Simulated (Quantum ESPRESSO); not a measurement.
# AgCl (Chlorargyrite) (Fm-3m) in Quantum ESPRESSO: band structure with r2SCAN

Aim: the band structure of AgCl (Chlorargyrite) with r2SCAN.

All numbers are computed with Quantum ESPRESSO 7.5; they aren't measurements. Logs are shortened: lines on timing, memory, paths and dates and some standing lists are left out, and cuts for length are marked.

**Experimental background.**

From a printed reference work, data compilation, for a bulk crystal of AgCl: band gap 3.249 eV (indirect).

How close the calculation comes is told below.

## 1. Starting point

The structure is cubic, space group Fm-3m (No. 225). Conventional cell: a = 5.470 Å, b = 5.470 Å, c = 5.470 Å, α = 90.00°, β = 90.00°, γ = 90.00°. Around Ag (site symmetry m-3m) lie 6 Cl at 2.73 Å. Cl (site symmetry m-3m) is surrounded by 6 Ag at 2.73 Å.

## 2. Band structure, r2SCAN

pw.in

```
&CONTROL
  calculation = 'scf'
  prefix = 'pwscf'
  outdir = './tmp'
  pseudo_dir = './pseudo'
  tprnfor = .true.
  tstress = .true.
  disk_io = 'low'
/
&SYSTEM
  ibrav = 0
  nat = 2
  ntyp = 2
  ecutwfc = 70
  nbnd = 20
  input_dft = 'r2scan'
  occupations = 'smearing'
  smearing = 'fd'
  degauss = 0.00367493
  nosym = .true.
/
&ELECTRONS
  conv_thr = 1d-08
  electron_maxstep = 120
  mixing_beta = 0.5
/
ATOMIC_SPECIES
Ag   107.8682 Ag_ONCV_PBE-1.2.upf
Cl    35.4500 Cl_ONCV_PBE-1.2.upf
CELL_PARAMETERS bohr
   0.0000000000    5.1684009509    5.1684009509
   5.1684009509    0.0000000000    5.1684009509
   5.1684009509    5.1684009509    0.0000000000
ATOMIC_POSITIONS bohr
Ag     0.0000000000    0.0000000000    0.0000000000
Cl     5.1684009509    5.1684009509    5.1684009509
K_POINTS automatic
6 6 6 0 0 0
```

bands.in

```
&CONTROL
  calculation = 'bands'
  prefix = 'pwscf'
  outdir = './tmp'
  pseudo_dir = './pseudo'
  disk_io = 'low'
  verbosity = 'high'
/
&SYSTEM
  ibrav = 0
  nat = 2
  ntyp = 2
  ecutwfc = 70
  nbnd = 20
  input_dft = 'r2scan'
  occupations = 'smearing'
  smearing = 'fd'
  degauss = 0.00367493
  nosym = .true.
/
&ELECTRONS
  conv_thr = 1d-08
  electron_maxstep = 120
  mixing_beta = 0.5
  diago_full_acc = .true.
  startingwfc = 'random'
/
ATOMIC_SPECIES
Ag   107.8682 Ag_ONCV_PBE-1.2.upf
Cl    35.4500 Cl_ONCV_PBE-1.2.upf
CELL_PARAMETERS bohr
   0.0000000000    5.1684009509    5.1684009509
   5.1684009509    0.0000000000    5.1684009509
   5.1684009509    5.1684009509    0.0000000000
ATOMIC_POSITIONS bohr
Ag     0.0000000000    0.0000000000    0.0000000000
Cl     5.1684009509    5.1684009509    5.1684009509
K_POINTS crystal
60
 0.0000000000  0.0000000000  0.0000000000 1
 0.0625000000  0.0000000000  0.0625000000 1
 0.1250000000  0.0000000000  0.1250000000 1
 0.1875000000  0.0000000000  0.1875000000 1
 0.2500000000  0.0000000000  0.2500000000 1
 0.3125000000  0.0000000000  0.3125000000 1
 0.3750000000  0.0000000000  0.3750000000 1
 0.4375000000  0.0000000000  0.4375000000 1
 0.5000000000  0.0000000000  0.5000000000 1
 0.5000000000  0.0625000000  0.5625000000 1
 0.5000000000  0.1250000000  0.6250000000 1
 0.5000000000  0.1875000000  0.6875000000 1
 0.5000000000  0.2500000000  0.7500000000 1
 0.4375000000  0.3125000000  0.7500000000 1
 0.3750000000  0.3750000000  0.7500000000 1
 0.3375000000  0.3375000000  0.6750000000 1
 0.3000000000  0.3000000000  0.6000000000 1
 0.2625000000  0.2625000000  0.5250000000 1
 0.2250000000  0.2250000000  0.4500000000 1
 0.1875000000  0.1875000000  0.3750000000 1
 0.1500000000  0.1500000000  0.3000000000 1
 0.1125000000  0.1125000000  0.2250000000 1
 0.0750000000  0.0750000000  0.1500000000 1
 0.0375000000  0.0375000000  0.0750000000 1
 0.0000000000  0.0000000000  0.0000000000 1
 0.0625000000  0.0625000000  0.0625000000 1
 0.1250000000  0.1250000000  0.1250000000 1
 0.1875000000  0.1875000000  0.1875000000 1
 0.2500000000  0.2500000000  0.2500000000 1
 0.3125000000  0.3125000000  0.3125000000 1
 0.3750000000  0.3750000000  0.3750000000 1
 0.4375000000  0.4375000000  0.4375000000 1
 0.5000000000  0.5000000000  0.5000000000 1
 0.5250000000  0.4500000000  0.5250000000 1
 0.5500000000  0.4000000000  0.5500000000 1
 0.5750000000  0.3500000000  0.5750000000 1
 0.6000000000  0.3000000000  0.6000000000 1
 0.6250000000  0.2500000000  0.6250000000 1
 0.5833333333  0.2500000000  0.6666666667 1
 0.5416666667  0.2500000000  0.7083333333 1
 0.5000000000  0.2500000000  0.7500000000 1
 0.5000000000  0.2857142857  0.7142857143 1
 0.5000000000  0.3214285714  0.6785714286 1
 0.5000000000  0.3571428571  0.6428571429 1
 0.5000000000  0.3928571429  0.6071428571 1
 0.5000000000  0.4285714286  0.5714285714 1
 0.5000000000  0.4642857143  0.5357142857 1
 0.5000000000  0.5000000000  0.5000000000 1
 0.4821428571  0.4821428571  0.5357142857 1
 0.4642857143  0.4642857143  0.5714285714 1
 0.4464285714  0.4464285714  0.6071428571 1
 0.4285714286  0.4285714286  0.6428571429 1
 0.4107142857  0.4107142857  0.6785714286 1
 0.3928571429  0.3928571429  0.7142857143 1
 0.3750000000  0.3750000000  0.7500000000 1
 0.6250000000  0.2500000000  0.6250000000 1
 0.5937500000  0.1875000000  0.5937500000 1
 0.5625000000  0.1250000000  0.5625000000 1
 0.5312500000  0.0625000000  0.5312500000 1
 0.5000000000  0.0000000000  0.5000000000 1
```

Potentials or basis: SG15 PBE 1.2.

Launch:

```
> OMP_NUM_THREADS=1 mpirun -n 2 pw.x -nk 2 -in pw.in > pw.out
> OMP_NUM_THREADS=1 mpirun -n 2 pw.x -nk 2 -in bands.in > bands.out
```

pw.out:

```text
This program is part of the open-source Quantum ESPRESSO suite
     for quantum simulation of materials; please cite
         "P. Giannozzi et al., J. Phys.:Condens. Matter 21 395502 (2009);
         "P. Giannozzi et al., J. Phys.:Condens. Matter 29 465901 (2017);
         "P. Giannozzi et al., J. Chem. Phys. 152 154105 (2020);
     in publications or presentations arising from this work. More details at

     IMPORTANT: XC functional enforced from input :
     Exchange-correlation= R2SCAN
                           (   0   0   0   0   0 497 498)
     Any further DFT definition will be discarded
     Please, verify this is what you really want

     K-points division:     npool     =       2
     Subspace diagonalization in iterative solution of the eigenvalue problem:
     a serial algorithm will be used

     G-vector sticks info
     --------------------
     sticks:   dense  smooth     PW     G-vecs:    dense   smooth      PW
     Sum        1039    1039    313                22075    22075    3695

     Using Slab Decomposition

     bravais-lattice index     =            0
     lattice parameter (alat)  =       7.3092  a.u.
     unit-cell volume          =     276.1205 (a.u.)^3
     number of atoms/cell      =            2
     number of atomic types    =            2
     number of electrons       =        26.00
     number of Kohn-Sham states=           20
     kinetic-energy cutoff     =      70.0000  Ry
     charge density cutoff     =     280.0000  Ry
     scf convergence threshold =      1.0E-08
     mixing beta               =       0.5000
     number of iterations used =            8  plain     mixing
     Exchange-correlation= R2SCAN
                           (   0   0   0   0   0 497 498)

     celldm(1)=   7.309223  celldm(2)=   0.000000  celldm(3)=   0.000000
     celldm(4)=   0.000000  celldm(5)=   0.000000  celldm(6)=   0.000000

     crystal axes: (cart. coord. in units of alat)
               a(1) = (   0.000000   0.707107   0.707107 )
               a(2) = (   0.707107   0.000000   0.707107 )
               a(3) = (   0.707107   0.707107   0.000000 )

     reciprocal axes: (cart. coord. in units 2 pi/alat)
               b(1) = ( -0.707107  0.707107  0.707107 )
               b(2) = (  0.707107 -0.707107  0.707107 )
               b(3) = (  0.707107  0.707107 -0.707107 )

     PseudoPot. # 1 for Ag read from file:
     Ag_ONCV_PBE-1.2.upf
     Pseudo is Norm-conserving, Zval = 19.0
     Generated using ONCVPSP code by D. R. Hamann
     Using radial grid of  602 points,  6 beta functions with:
                l(1) =   0
                l(2) =   0
                l(3) =   1
                l(4) =   1
                l(5) =   2
                l(6) =   2

     PseudoPot. # 2 for Cl read from file:
     Cl_ONCV_PBE-1.2.upf
     Pseudo is Norm-conserving, Zval =  7.0
     Generated using ONCVPSP code by D. R. Hamann
     Using radial grid of  602 points,  4 beta functions with:
                l(1) =   0
                l(2) =   0
                l(3) =   1
                l(4) =   1

     atomic species   valence    mass     pseudopotential
     Ag               19.00   107.86820     Ag( 1.00)
     Cl                7.00    35.45000     Cl( 1.00)

     No symmetry found

   Cartesian axes

     site n.     atom                  positions (alat units)
         1        Ag     tau(   1) = (   0.0000000   0.0000000   0.0000000  )
         2        Cl     tau(   2) = (   0.7071068   0.7071068   0.7071068  )

     number of k points=   112  Fermi-Dirac smearing, width (Ry)=  0.0037

     Number of k-points >= 100: set verbosity='high' to print them.

     Dense  grid:    22075 G-vectors     FFT dimensions: (  40,  40,  40)

     WARNING: libxc functional with ID  497 depends
      on external parameters: check the user_guide of
      QE if you need to modify them or to check their
      default values.

     WARNING: libxc functional with ID  498 depends
      on external parameters: check the user_guide of
      QE if you need to modify them or to check their
      default values.

     Initial potential from superposition of free atoms

     starting charge      25.9563, renormalised to      26.0000
     Starting wfcs are random

     Self-consistent Calculation

     iteration #  1     ecut=    70.00 Ry     beta= 0.50
     Davidson diagonalization with overlap
     ethr =  1.00E-02,  avg # of iterations =  8.9

     total energy              =    -317.87311963 Ry
     estimated scf accuracy    <      22.31960513 Ry

     iteration #  2     ecut=    70.00 Ry     beta= 0.50
     Davidson diagonalization with overlap
     ethr =  1.00E-02,  avg # of iterations =  1.0

     total energy              =    -317.95889853 Ry
     estimated scf accuracy    <       6.07973654 Ry

     iteration #  3     ecut=    70.00 Ry     beta= 0.50
     Davidson diagonalization with overlap
     ethr =  1.00E-02,  avg # of iterations =  1.0

     total energy              =    -317.96314371 Ry
     estimated scf accuracy    <       0.01042984 Ry

     iteration #  4     ecut=    70.00 Ry     beta= 0.50
     Davidson diagonalization with overlap
     ethr =  4.01E-05,  avg # of iterations =  4.4

     total energy              =    -317.96403799 Ry
     estimated scf accuracy    <       0.00107583 Ry

     iteration #  5     ecut=    70.00 Ry     beta= 0.50
     Davidson diagonalization with overlap
     ethr =  4.14E-06,  avg # of iterations =  3.3

     total energy              =    -317.96411944 Ry
     estimated scf accuracy    <       0.00031897 Ry

     iteration #  6     ecut=    70.00 Ry     beta= 0.50
     Davidson diagonalization with overlap
     ethr =  1.23E-06,  avg # of iterations =  2.0

     total energy              =    -317.96413304 Ry
     estimated scf accuracy    <       0.00015783 Ry

     iteration #  7     ecut=    70.00 Ry     beta= 0.50
     Davidson diagonalization with overlap
     ethr =  6.07E-07,  avg # of iterations =  1.0

     total energy              =    -317.96413687 Ry
     estimated scf accuracy    <       0.00000965 Ry

     iteration #  8     ecut=    70.00 Ry     beta= 0.50
     Davidson diagonalization with overlap
     ethr =  3.71E-08,  avg # of iterations =  2.0

     total energy              =    -317.96413747 Ry
     estimated scf accuracy    <       0.00000084 Ry

     iteration #  9     ecut=    70.00 Ry     beta= 0.50
     Davidson diagonalization with overlap
     ethr =  3.23E-09,  avg # of iterations =  2.0

     total energy              =    -317.96413754 Ry
     estimated scf accuracy    <       0.00000106 Ry

     iteration # 10     ecut=    70.00 Ry     beta= 0.50
     Davidson diagonalization with overlap
     ethr =  3.23E-09,  avg # of iterations =  1.0

     total energy              =    -317.96413755 Ry
     estimated scf accuracy    <       0.00000015 Ry

     iteration # 11     ecut=    70.00 Ry     beta= 0.50
     Davidson diagonalization with overlap
     ethr =  5.77E-10,  avg # of iterations =  2.0

     total energy              =    -317.96413756 Ry
     estimated scf accuracy    <       0.00000006 Ry

     iteration # 12     ecut=    70.00 Ry     beta= 0.50
     Davidson diagonalization with overlap
     ethr =  2.46E-10,  avg # of iterations =  1.0

     total energy              =    -317.96413756 Ry
     estimated scf accuracy    <       0.00000001 Ry

     iteration # 13     ecut=    70.00 Ry     beta= 0.50
     Davidson diagonalization with overlap
     ethr =  5.07E-11,  avg # of iterations =  1.0

     total energy              =    -317.96413756 Ry
     estimated scf accuracy    <       0.00000001 Ry

     iteration # 14     ecut=    70.00 Ry     beta= 0.50
     Davidson diagonalization with overlap
     ethr =  4.00E-11,  avg # of iterations =  1.0

     End of self-consistent calculation

     Number of k-points >= 100: set verbosity='high' to print the bands.

     the Fermi energy is     9.4280 ev

!    total energy              =    -317.96413756 Ry
     estimated scf accuracy    <          9.1E-09 Ry
     smearing contrib. (-TS)   =      -0.00000000 Ry
     internal energy E=F+TS    =    -317.96413755 Ry

     The total energy is F=E-TS. E is the sum of the following terms:
     one-electron contribution =    -168.22395142 Ry
     hartree contribution      =      93.36466236 Ry
     xc contribution           =     -33.20797532 Ry
     ewald contribution        =    -209.89687317 Ry

     convergence has been achieved in  14 iterations

     Forces acting on atoms (cartesian axes, Ry/au):

     atom    1 type  1   force =     0.00000001    0.00000000   -0.00000002
     atom    2 type  2   force =    -0.00000001   -0.00000000    0.00000002

     Total force =     0.000000     Total SCF correction =     0.000000
     SCF correction compared to forces is large: reduce conv_thr to get better values

     Computing stress (Cartesian axis) and pressure

          total   stress  (Ry/bohr**3)                   (kbar)     P=       23.63
   0.00016061  -0.00000000  -0.00000000           23.63       -0.00       -0.00
  -0.00000000   0.00016061   0.00000000           -0.00       23.63        0.00
  -0.00000000   0.00000000   0.00016061           -0.00        0.00       23.63

=------------------------------------------------------------------------------=
   JOB DONE.
=------------------------------------------------------------------------------=
```

Run time: 4.7 min. Hardware: 2 MPI ranks of Arm Neoverse V1, shared host; peak memory 0.24 GiB.

Results:

| Quantity | Value |
| --- | --- |
| Free energy | -4326.1225 eV |
| Pressure | 2.4 GPa |
| Band gap on the k mesh | 1.40 eV, indirect (least direct gap 3.93 eV) |
| Band gap along the path | 1.40 eV, indirect (least direct gap 3.65 eV) |

Levels at the corners of the path, in eV from the valence-band top:
| point | band 10 | band 11 | band 12 | band 13 | band 14 | band 15 | band 16 | band 17 |
| --- | --- | --- | --- | --- | --- | --- | --- | --- |
| Γ | -2.57 | -2.54 | -2.54 | -2.54 | 1.40 | 11.57 | 11.57 | 11.57 |
| X | -2.38 | -2.13 | -2.13 | -1.99 | 2.92 | 8.46 | 9.47 | 12.67 |
| W | -2.16 | -2.13 | -2.08 | -1.23 | 4.84 | 8.51 | 8.51 | 8.88 |
| K | -2.19 | -2.01 | -1.75 | -1.12 | 4.22 | 7.84 | 8.85 | 10.81 |
| Γ | -2.57 | -2.54 | -2.54 | -2.54 | 1.40 | 11.57 | 11.57 | 11.57 |
| L | -2.26 | -1.90 | 0.00 | 0.00 | 4.70 | 7.41 | 8.42 | 8.42 |
| U | -2.19 | -2.01 | -1.75 | -1.12 | 4.22 | 7.84 | 8.85 | 10.81 |
| W | -2.16 | -2.13 | -2.08 | -1.23 | 4.84 | 8.51 | 8.51 | 8.88 |
| L | -2.26 | -1.90 | 0.00 | 0.00 | 4.70 | 7.41 | 8.42 | 8.42 |
| K | -2.19 | -2.01 | -1.75 | -1.12 | 4.22 | 7.84 | 8.85 | 10.81 |
| U | -2.19 | -2.01 | -1.75 | -1.12 | 4.22 | 7.84 | 8.85 | 10.81 |
| X | -2.38 | -2.13 | -2.13 | -1.99 | 2.92 | 8.46 | 9.47 | 12.67 |

Caveat: the potentials were made for another functional, which shifts forces and pressure; this potential file gives levels or pressures that part from those of other sets.

## 3. Against experiment

Step 2. Against the measured gap of AgCl, 3.249 eV (indirect; a printed reference work, data compilation), the calculated 1.40 eV is off by -1.85 eV. So large a miss can be the level of theory's own, or it may mean another phase, state or a wrong row. Spin-orbit coupling on Ag is left out. The value is that of r2SCAN, without temperature or zero-point motion.
